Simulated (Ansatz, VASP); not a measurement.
# V: VASP beside Ansatz

```
V
1.0
    -1.50000    1.50000    1.50000
     1.50000   -1.50000    1.50000
     1.50000    1.50000   -1.50000
V
1
Direct
  0.00000 0.00000 0.00000
```

Alike in both runs: task relaxation of cell and atoms; functional PBEsol; k mesh 20 × 20 × 20; occupations methfessel-paxton of order 1, width 0.1 eV; no spin polarisation.

|  | VASP | Ansatz |
| --- | --- | --- |
| version | VASP 6.6.1 | Ansatz 0.2.0 |
| potentials or method | VASP PAW PBE potentials, release 64 (V_sv) | scalar-relativistic, plane waves, PAW |
| plane-wave cutoff (eV) | 600 | 420 |
| valence electrons in the cell | 13 | 13 |

```tsv
	VASP	Ansatz	Ansatz less VASP
gap on the k mesh at the Fermi level, each at its own relaxed structure (eV)	none	none	-
relaxed volume (Å³/atom)	12.96	12.95	-0.008
relaxed cell length with the largest relative difference (Å)	2.563	2.562	-0.0005
energy change over the relaxation (meV/atom)	-13	-13	-0.4
```

A gap of «none» marks a metal or a gap that the smearing closes.

Caveats: the PAW data sets were made with another functional, which shifts forces and pressure a little (VASP).
